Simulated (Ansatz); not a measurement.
## Cd in Ansatz: the effect of functional

The system is Cd.

```
Cd
1.0
     2.99860    0.00000    0.00000
    -1.49930    2.59686    0.00000
     0.00000    0.00000    5.65485
Cd
2
Direct
  0.66667 0.33333 0.75000
  0.33333 0.66667 0.25000
```

The cell isn't the ideal one: volume scaled by 1.02.

Alike in all runs:

- Program: Ansatz 0.2.0
- Task: single point
- Potentials or basis: Ansatz PAW
- k mesh: 10 × 10 × 5
- Occupations: fermi-dirac, width 0.05 eV
- Spin: no spin polarisation

```tsv
functional	cutoff	pressure (GPa)
LDA	420 eV (not typed: the program's choice for these potentials)	?
r2SCAN	500 eV (not typed: the program's choice for these potentials)	-0.6
PBE	420 eV (not typed: the program's choice for these potentials)	1.7
```

Q: What does the run with functional LDA give?

A: Pressure -5.3 GPa.

Caveats: the PAW data sets come from PBE, with cores solved anew for the run's functional, which leaves a small shift of forces and pressure (some runs).
